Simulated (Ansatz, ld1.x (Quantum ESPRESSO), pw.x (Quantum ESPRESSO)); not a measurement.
## From atom to crystal: TM potential for P (Z = 15)

* Element: phosphorus (P)
* Generator: ld1.x (Quantum ESPRESSO) 7.5
* Type: norm-conserving Troullier–Martins (Kleinman–Bylander form)
* Functional: PBE
* Relativity: scalar-relativistic
* Frozen core: [Ne]
* Valence charge: 5
* Reference configuration: 3s2 3p3
* Partial waves: 3s (bound): rc 1.70 bohr; 3p (bound): rc 1.80 bohr; 3d channel at 0.05 Ry: rc 1.45 bohr
* Local potential: all-electron potential smoothed inside 1.15 bohr (lloc = -1)
* Core correction: a·sin(br)/r model core inside 1.20 bohr

Atomic tests: cutoffs needed: 18 Ry and 45 Ry (the cutoffs (Ry, on a coarse ladder) from which the occupation-weighted sum of valence levels, in a spherical-Bessel basis at the reference potential, stays within 10 and 1 mRy of its value at 400 Ry); ghost test: no extra level below or beside the all-electron valence levels (s, p, d, f tested) (spherical-Bessel basis up to 400 Ry, 20 bohr box); largest excitation error: +123 meV (all-electron minus pseudo) for 3s2 3p0, out of 7 test configurations.

Crystal test: bcc P in pw.x 7.5, no spin, 15³ k-points, Fermi–Dirac smearing 0.01 Ry, cutoffs 55/220 Ry. The reference is all-electron LAPW (Ansatz 0.2.0) with the same functional, mesh and smearing; V0 and B0 come from Birch–Murnaghan fits to the pressures at five volumes. Errors are pseudo minus all-electron; Δ is the rms difference of the E(V) curves that follow from these fits, minima aligned, over ±6 % about the mean V0. Mesh and smearing are coarse, so the numbers serve the comparison and aren't converged zero-temperature values; the lattice is a test structure that the element need not adopt.

| V (Å³/atom) | P all-electron (GPa) | P pseudo (GPa) |
| --- | --- | --- |
| 13.593 | 4.70 | 3.77 |
| 13.950 | 1.90 | 1.03 |
| 14.308 | -0.58 | -1.40 |
| 14.666 | -2.78 | -3.55 |
| 15.023 | -4.74 | -5.46 |

All-electron: a0 = 3.052 Å (V0 = 14.22 Å³/atom), B0 = 95.6 GPa.

Pseudopotential: mean pressure error (GPa): -0.82; a0 (Å): 3.044; a0 error (%): -0.29; B0 error (%): +1.1; Δ (meV/atom): 2.6.

At the middle volume, how do free energy and pressure move when the wave cutoff is lowered (ecutrho kept at four times it)?

| cutoff (Ry) | shift of F (meV/atom) | shift of P (GPa) |
| --- | --- | --- |
| 25 | +117.7 | +0.11 |
| 33 | +69.9 | -1.12 |
| 44 | +11.1 | -0.64 |

The run at the middle volume (120 k-points, 6 iterations) took about 5.9 s on one core of a shared host (Neoverse-V2, 96 threads, 742 GiB, load 56).
